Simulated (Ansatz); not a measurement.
Crystal: CoO.

```
Co O
1.0
     0.00000    2.34364    2.34364
     2.34364    0.00000    2.34364
     2.34364    2.34364    0.00000
Co O
1 1
Cartesian
  0.0000 0.0000 0.0000
  1.1718 1.1718 1.1718
```

Measurements of this composition are mostly on another form, of space group No. 225.

* Program: Ansatz 0.2.0
* Task: relaxation of cell and atoms
* Functional: HSE03
* Potentials or basis: Ansatz PAW
* Cutoff: 420 eV (not typed: the program's choice for these potentials)
* k mesh: 5 × 5 × 5
* Occupations: fermi-dirac, width 0.05 eV
* Spin: collinear spin, ferromagnetic start
* Starting moments: [2.0, 0.0] μB

At the start: volume 12.87 Å³/atom.

Q: How do energy, volume and symmetry change on relaxing?

A: It ends after 7 steps and the volume is 12.07 Å³/atom (-6.3 %); space group F-43m (No. 216, to 0.05 Å); moment 3.00 μB per cell.

Step by step:
```tsv
step	energy change (eV)	largest force (eV/Å)	volume (Å³)
1	0.0000	0.0000	25.75
2	-0.0383	0.0000	24.83
3	-0.0493	0.0000	24.08
4	-0.0491	0.0000	24.16
5	-0.0432	0.0000	24.16
6	-0.0433	0.0000	24.13
7	-0.0433	0.0000	24.13
```

Final structure:
```
Co O
1.0
     0.00000    2.29356    2.29356
     2.29356    0.00000    2.29356
     2.29356    2.29356    0.00000
Co O
1 1
Direct
  0.00000 0.00000 0.00000
  0.25000 0.25000 0.25000
```

Caveat: the k mesh is coarse (spacing up to 0.46 Å⁻¹), so the values aren't converged, least of all with exact exchange; the magnetic or orbital state may not be the lowest; the plane-wave basis is chosen anew once the cell has moved, so the energies of steps on either side of that aren't comparable; the pressure holds a Pulay correction of +0.7 GPa for the finite cutoff; a cell with one magnetic atom can't hold antiferromagnetic order, which such compounds often take; the PAW data sets come from PBE, with cores solved anew for the run's functional, which leaves a small shift of forces and pressure.
